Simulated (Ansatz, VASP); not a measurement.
# CdTe: VASP beside Ansatz, part 2 of 2

One calculation is typed for both programs; each brings its own data sets and cutoff. How far apart do they land? The cell is taken from a series of VASP runs on this material, whose earlier steps may have relaxed, scaled or displaced it; both programs get it as it stands. Other levels of theory on this material are compared in a session of their own.

VASP 6.6.1 and Ansatz 0.2.0.

So far. Step 2 (VASP: band structure, r2SCAN, spin-orbit coupling): The run ends at a pressure of 6.90 GPa.

## Step 3: Ansatz: band structure, r2SCAN, spin-orbit coupling

Level of this step: Ansatz beside VASP: Kohn-Sham DFT, plane waves, r2SCAN, spin-orbit coupling (Ansatz).

Ansatz runs on its fully relativistic PAW (standard-fr) files.

The same cell, functional, mesh and smearing now go to Ansatz, which takes its cutoff from its data sets.

File input.yaml:

```yaml
crystal:
  lattice:
    - [0.0, 3.14, 3.14]
    - [3.14, 0.0, 3.14]
    - [3.14, 3.14, 0.0]
  atoms:
    - { symbol: Te, position: [0.75, 0.75, 0.75] }
    - { symbol: Cd, position: [0.0, 0.0, 0.0] }
hamiltonian:
  xc: r2scan
  pseudopotentials: { kind: paw_fr }
magnetization:
  noncollinear: true
  spin_orbit: true
kpoints:
  mp_grid: { grid: [6, 6, 6] }
  band_path:
    path:
      - [0.0, 0.0, 0.0]
      - [0.16667, 0.0, 0.16667]
      - [0.33333, 0.0, 0.33333]
      - [0.5, 0.0, 0.5]
      - [0.5, 0.08333, 0.58333]
      - [0.5, 0.19444, 0.69444]
      - [0.5, 0.25, 0.75]
      - [0.45833, 0.29167, 0.75]
      - [0.40278, 0.34722, 0.75]
      - [0.375, 0.375, 0.75]
      - [0.20833, 0.20833, 0.41667]
      - [0.08333, 0.08333, 0.16667]
      - [0.0, 0.0, 0.0]
      - [0.22222, 0.22222, 0.22222]
      - [0.38889, 0.38889, 0.38889]
      - [0.51389, 0.47222, 0.51389]
      - [0.55556, 0.38889, 0.55556]
      - [0.61111, 0.27778, 0.61111]
      - [0.61111, 0.25, 0.63889]
      - [0.56944, 0.25, 0.68056]
      - [0.51389, 0.25, 0.73611]
      - [0.5, 0.27778, 0.72222]
      - [0.5, 0.38889, 0.61111]
      - [0.5, 0.47222, 0.52778]
      - [0.48611, 0.48611, 0.52778]
      - [0.43056, 0.43056, 0.63889]
      - [0.38889, 0.38889, 0.72222]
      - [0.59722, 0.19444, 0.59722]
      - [0.55556, 0.11111, 0.55556]
      - [0.5, 0.0, 0.5]
    npoints: 1
scf:
  occupations: { method: gaussian, width: 0.03 }
  n_extra_bands: 14
output:
  forces: true
  stress: true
  eigenvalues: true
  write_density: true
  write_potential: true
  elf: true
  volumetric_format: npy
```

The run is started by

```
> ansatz run input.yaml --threads 2 --pin off --max-ram 4608MiB --backend cpu --events-out ev --progress --plain --runs-dir out
```

Numbers of over 12 decimals in the logs are rounded to 6 here.

Log:

```text
scf.n_extra_bands = 14 over 36 filled bands (N_el = 36.0): the run solves 50 bands
Engine: ansatz 0.2.0, aarch64-unknown-linux-gnu
Pseudopotentials: kind: paw_fr
Pseudopotential: Te, paw_fr, valence charge 16, recommended cutoff 500 eV (meta_gga), Te.paw.azcp#standard-fr
Pseudopotential: Cd, paw_fr, valence charge 20, recommended cutoff 500 eV (meta_gga), Cd.paw.azcp#standard-fr
Functional definition: r2SCAN
  parameter k0 = 0.174
  parameter k1 = 0.065
  parameter a1 = 4.9479
  exchange = r2scan_x(k0 = k0, k1 = k1, a1 = a1)
  correlation = r2scan_c
non-collinear run that drives no moment, with spin-orbit: no starting moment large enough to seed its density (crystal.atoms[].spin), no starting occupations that ask for one, no magnetisation constraint and no magnetic field, so the semilocal B_xc is pinned to zero
Crystal: 2 atoms, lattice volume = 61.918 Å³
Basis set: ecut = 500 eV, 1591 PW (Γ), exchange–correlation on 144×144×144 points (64 copies of the dense FFT grid, shifted against one another)
Bands: 50, of which v1, the nominal top of the filled ones, is band 36 counted from 1 (35 counted from 0)
Symmetry: 24 space group operations + 24 with time reversal
Magnetic group: BNS 216.75 (UNI 1577), of the structure as read, at distance tolerance 4.0e-5 Å
k-points: 16 of 216 (time reversal used)
Projection manifold: j_resolved (fully-relativistic pseudo-atomic orbitals)
Non-local potential: Te, projectors of the file, l = 0: 2, l = 1: 4, l = 2: 4, l = 3: 4
Non-local potential: Cd, projectors of the file, l = 0: 3, l = 1: 4, l = 2: 4, l = 3: 2
PAW form: soft (Blöchl's): semilocal exchange-correlation on the pseudo side does not see the compensation charge
PAW frozen core: Te, regenerated for the run's functional (the file was generated under x = pbe(κ = 0.804, μ = 0.219515), c = pbe(β = 0.066725))
PAW frozen core: Cd, regenerated for the run's functional (the file was generated under x = pbe(κ = 0.804, μ = 0.219515), c = pbe(β = 0.066725))
PAW one-centre angular grid: Te, 590 points (default); XC on 224 Gauss nodes
PAW one-centre angular grid: Cd, 590 points (default); XC on 224 Gauss nodes
Initial density: superposition of atomic densities (chi_scale 0.1, normalization cell, long waves kept (reshape's long-wave potential 0.00 eV rms))
Initial wavefunctions: pseudopotential atomic-orbital guess
Functional: x = r2scan, c = r2scan; τ floored in thin density (d = 2e-4 eV/Å³)
iter 1 solved again at ethr=6.96e-4 eV; its pass at ethr=3.10e-3 eV (dr2=2.51e-1 eV) is discarded
SCF iter   1: F=—  HF=-15244.448764 eV  |F-HF|=—  |Δ(HF+E_count)|=         —  Δρ=2.45e-2  dr2=2.50e-1  dr2_τ=1.97e-3  dr2_m=0.00e0 (ungated)  ethr=6.96e-4  |M|=0.00e0 ∫|m|=0.00e0 μB  |m|>n=0.0e0 m-floor=0.0e0 τ_xc=0.0e0  β_m=0.30  ⟨swp⟩=2.8  Hψ=5278  notcnv=0
preconditioner: auto → none  [insulator: Δε(μ)=1.148 eV  Ē_g=14.830 eV  σ=0.030 eV  W_gap=1.00  n_scr=14 (ndim 8)  ℏωp=20.0 eV  f_vac=0.124  D(μ)=0.00/eV (n_scr^D=0)  ε∞_Penn≈2.8]
SCF iter   2: F=—  HF=-15244.469131 eV  |F-HF|=—  |Δ(HF+E_count)|=   2.04e-2  Δρ=1.49e-2  dr2=8.75e-2  dr2_τ=1.60e-3  dr2_m=0.00e0 (ungated)  ethr=6.95e-4  |M|=0.00e0 ∫|m|=0.00e0 μB  |m|>n=0.0e0 m-floor=0.0e0 τ_xc=0.0e0  β_m=0.48  ⟨swp⟩=3.4  Hψ=1317  notcnv=0
SCF iter   3: F=—  HF=-15244.491562 eV  |F-HF|=—  |Δ(HF+E_count)|=   2.24e-2  Δρ=4.55e-3  dr2=7.33e-3  dr2_τ=1.23e-4  dr2_m=0.00e0 (ungated)  ethr=2.43e-4  |M|=0.00e0 ∫|m|=0.00e0 μB  |m|>n=0.0e0 m-floor=0.0e0 τ_xc=0.0e0  β_m=0.52  ⟨swp⟩=3.0  Hψ=1452  notcnv=0  defer=90
SCF iter   4: F=—  HF=-15244.494482 eV  |F-HF|=—  |Δ(HF+E_count)|=   2.92e-3  Δρ=8.01e-4  dr2=1.51e-4  dr2_τ=3.78e-6  dr2_m=0.00e0 (ungated)  ethr=2.03e-5  |M|=0.00e0 ∫|m|=0.00e0 μB  |m|>n=0.0e0 m-floor=0.0e0 τ_xc=0.0e0  β_m=0.64  ⟨swp⟩=2.0  Hψ=1122  notcnv=0  defer=90
SCF iter   5: F=—  HF=-15244.494577 eV  |F-HF|=—  |Δ(HF+E_count)|=   9.57e-5  Δρ=1.67e-4  dr2=9.04e-6  dr2_τ=9.07e-8  dr2_m=0.00e0 (ungated)  ethr=4.21e-7  |M|=0.00e0 ∫|m|=0.00e0 μB  |m|>n=0.0e0 m-floor=0.0e0 τ_xc=0.0e0  β_m=0.60  ⟨swp⟩=2.1  Hψ=1040  notcnv=0  defer=90
SCF iter   6: F=—  HF=-15244.494600 eV  |F-HF|=—  |Δ(HF+E_count)|=   2.27e-5  Δρ=3.52e-5  dr2=2.93e-7  dr2_τ=6.02e-9  dr2_m=0.00e0 (ungated)  ethr=2.51e-8  |M|=0.00e0 ∫|m|=0.00e0 μB  |m|>n=0.0e0 m-floor=0.0e0 τ_xc=0.0e0  β_m=0.80  ⟨swp⟩=2.1  Hψ=1172  notcnv=0  defer=90
SCF iter   7: F=-15244.494600 eV  HF=-15244.494600 eV  |F-HF|=5.56e-9  |Δ(HF+E_count)|=   2.95e-7  Δρ=4.22e-6  dr2=8.30e-9  dr2_τ=3.55e-10  dr2_m=0.00e0 (ungated)  ethr=2.78e-10  |M|=0.00e0 ∫|m|=0.00e0 μB  |m|>n=0.0e0 m-floor=0.0e0 τ_xc=0.0e0  ⟨swp⟩=13.9  Hψ=5753  notcnv=0
SCF 1 converged in 7 iterations: F = -15244.494600 eV  dr2 = 8.30e-9
  greatest PAW one-centre occupation: 1.001 electrons in one spin orbital (limit 2), on the Cd atom at site 1 (counted from 0), in its partial waves of l = 0
NSCF: frozen V_eff on 30 k-points
SCF converged after 7 iterations
Magnetization: |M| = 0.0000 μB,  M = (+0.0000, +0.0000, +0.0000) μB
Absolute magnetization: 0.0000 μB (∫|m|)
  site 0: m = (+0.0000, +0.0000, +0.0000) μB, |m| = 0.0000 μB  (R = 1.12 Å)
  site 1: m = (+0.0000, +0.0000, +0.0000) μB, |m| = 0.0000 μB  (R = 1.12 Å)
Free energy (F): -15244.494600 eV
Harris-Foulkes:  -15244.494600 eV  (|F-HF|=5.56e-9)
Internal energy: -15244.494600 eV  (E = F + TS)
E sigma→0 (E₀):  -15244.494600 eV
Fermi energy:    9.573805 eV
--- Per-component energies (eV) ---
  E_band       = -786.877599
  E_kinetic    = 688.623337
  E_local      = -5212.387312  (includes V_loc(G=0)·N_el)
  E_nonlocal   = -277.221437
  E_hartree    = 2650.737650
  E_xc         = -285.179860
  E_vxc        = -360.015614  (∫ρ·V_xc dr)
  E_paw        = -8772.188156  (= ΣΔE_a)
  E_vpaw       = -951.671334  (= ΣTr[D̂ρ^β])
  E_aug_tail   = -0.000032  (compensation charges beyond the density's cutoff)
  E_vtau       = 24.324091  (kinetic-family band-sum trace: ∫τ·v_τ [+ j·A + Jᵃ·Aᵃ] dr)
  E_ewald      = -4036.611048
  E_core_change = -0.267743  (= ΣΔE_core)
  E_smearing   = -0.000000  (= −TS)
  E_closure    = -0.000000  (closes the sum)
  Σ components = -15244.494600   (vs F -15244.494600, Δ=0.00e0)
--- Forces (eV/Å), atoms counted from 1 ---
  atom   1  Te     0.00000000    -0.00000000     0.00000000
  atom   2  Cd    -0.00000000    -0.00000000    -0.00000000
  max |Σ_I F_I| component: 1.41e-16 eV/Å
--- Stress (GPa, compression-positive) ---
        7.065789       0.000000      -0.000000
        0.000000       7.065789       0.000000
       -0.000000       0.000000       7.065789
  P = ⅓ Tr σ = 7.0658 GPa (70.658 kbar)
--- Band table (eV; the first three rows and the last of 16) ---
  k-point 0: bands = [... 32 lower, 8.9131, 8.9131, 8.9131, 8.9131, 10.2341, 10.2341, 13.3594, 13.3594, ... 10 higher]
  k-point 1: bands = [... 32 lower, 8.1165, 8.1165, 8.6128, 8.6344, 11.1872, 11.1872, 13.7925, 13.7925, ... 10 higher]
  k-point 2: bands = [... 32 lower, 7.6223, 7.6223, 8.1396, 8.1592, 11.1203, 11.1203, 14.1725, 14.1725, ... 10 higher]
  k-point 15: bands = [... 32 lower, 5.7008, 6.0302, 6.1311, 6.1656, 12.5776, 12.6574, 12.7919, 12.9574, ... 10 higher]
```

It took 49 s on 2 threads of Arm Neoverse N1, shared host; peak memory 0.74 GiB.

## Step 4: Side by side

Known differences besides the potentials themselves: spin-orbit coupling enters by fully relativistic files in Ansatz and inside the spheres in VASP; VASP keeps PBE cores, Ansatz makes them for the functional; the data sets hold 36 valence electrons in Ansatz (fully relativistic PAW (standard-fr) files) and 18 in VASP; the cutoff is 500 eV in Ansatz and 350 eV in VASP. Total energies have different zeros and are not compared.

Compared:

| quantity | Ansatz | VASP | difference |
| --- | --- | --- | --- |
| pressure (GPa) | 7.07 | 6.90 | +0.17 |
| gap over the path points (eV) | 1.321 | 1.312 | +0.008 |

Levels at points of the path, from each program's valence-band top (eV; 8 filled, then empty):

| k (reciprocal lattice) | Ansatz | VASP |
| --- | --- | --- |
| 0.000 0.000 0.000 | -8.71 -8.71 -0.85 -0.85 0.00 0.00 0.00 0.00 1.32 1.32 4.45 4.45 4.80 4.80 | -8.67 -8.67 -0.83 -0.83 0.00 0.00 0.00 0.00 1.31 1.31 4.43 4.43 4.76 4.76 |
| 0.167 0.000 0.167 | -8.68 -8.68 -2.11 -2.11 -1.18 -1.18 -0.81 -0.81 2.98 2.98 3.68 3.68 5.76 5.76 | -8.63 -8.63 -2.11 -2.11 -1.18 -1.18 -0.81 -0.81 2.98 2.98 3.66 3.66 5.74 5.74 |
| 0.333 0.000 0.333 | -8.47 -8.47 -4.09 -4.09 -2.27 -2.27 -1.93 -1.93 2.63 2.63 3.24 3.24 7.80 7.80 | -8.43 -8.43 -4.10 -4.10 -2.27 -2.27 -1.94 -1.94 2.61 2.61 3.23 3.23 7.80 7.80 |
| 0.500 0.000 0.500 | -8.12 -8.12 -5.14 -5.14 -2.71 -2.71 -2.38 -2.38 2.40 2.40 2.68 2.68 9.55 9.55 | -8.08 -8.08 -5.16 -5.16 -2.72 -2.72 -2.39 -2.39 2.38 2.38 2.65 2.65 9.59 9.59 |
| 0.500 0.083 0.583 | -8.13 -8.05 -5.17 -5.05 -2.92 -2.75 -2.54 -2.49 2.74 2.79 2.99 3.09 8.61 8.77 | -8.10 -8.01 -5.18 -5.07 -2.92 -2.75 -2.55 -2.51 2.73 2.77 2.97 3.07 8.61 8.77 |
| 0.500 0.194 0.694 | -8.10 -7.96 -5.14 -4.90 -3.29 -2.91 -2.84 -2.82 4.02 4.13 4.24 4.41 6.52 6.63 | -8.06 -7.92 -5.16 -4.92 -3.29 -2.92 -2.86 -2.84 4.01 4.12 4.23 4.40 6.51 6.62 |
| 0.500 0.250 0.750 | -8.10 -7.94 -5.14 -4.86 -3.36 -2.91 -2.91 -2.89 4.43 4.64 4.77 4.88 5.83 6.01 | -8.06 -7.90 -5.15 -4.89 -3.36 -2.93 -2.92 -2.91 4.44 4.64 4.76 4.87 5.83 6.00 |
| 0.458 0.292 0.750 | -8.11 -7.96 -5.14 -4.87 -3.41 -3.09 -2.71 -2.62 3.92 4.03 4.68 4.87 6.28 6.38 | -8.07 -7.92 -5.15 -4.90 -3.41 -3.11 -2.72 -2.63 3.91 4.01 4.68 4.87 6.28 6.37 |
| 0.403 0.347 0.750 | -8.13 -7.99 -5.15 -4.90 -3.51 -3.23 -2.24 -2.20 3.00 3.02 4.65 4.82 7.41 7.47 | -8.10 -7.95 -5.17 -4.92 -3.52 -3.25 -2.25 -2.21 2.98 3.01 4.65 4.81 7.39 7.46 |
| 0.375 0.375 0.750 | -8.14 -7.99 -5.15 -4.91 -3.52 -3.25 -2.15 -2.13 2.86 2.87 4.64 4.81 7.73 7.73 | -8.10 -7.95 -5.17 -4.93 -3.53 -3.27 -2.16 -2.14 2.84 2.85 4.64 4.80 7.71 7.72 |

Among the levels compared at these points, filled levels agree within 45 meV and empty ones within 43 meV. Ansatz's pressure holds a Pulay correction of 0.04 GPa; VASP's holds none.

## Step 5: Results

```yaml
difference_in_gap_over_the_path_points_band_structure_r2scan_spin_orbit_coupling: 0.0085 eV
```

In words: The difference in gap over the path points is 0.0085 eV (band structure, r2SCAN, spin-orbit coupling), within the 0.08 eV picked in this series as the mark of a large difference. 5 further runs of this series are not shown here. How closely two codes agree says nothing of how well the functional describes the real material.

[Lines on the potential files, build, host, timing and source positions are cut from VASP's logs without a mark.]

[Logs are printed without paths, hosts, clocks, repeated set-up lines and the standing remarks that a program may print on its own settings, such as how far it seeks lower states.]

[Hosts, paths, dates, database ids (printed as entryN), source tags and the programs' standing remarks are cut or masked in the printed files.]
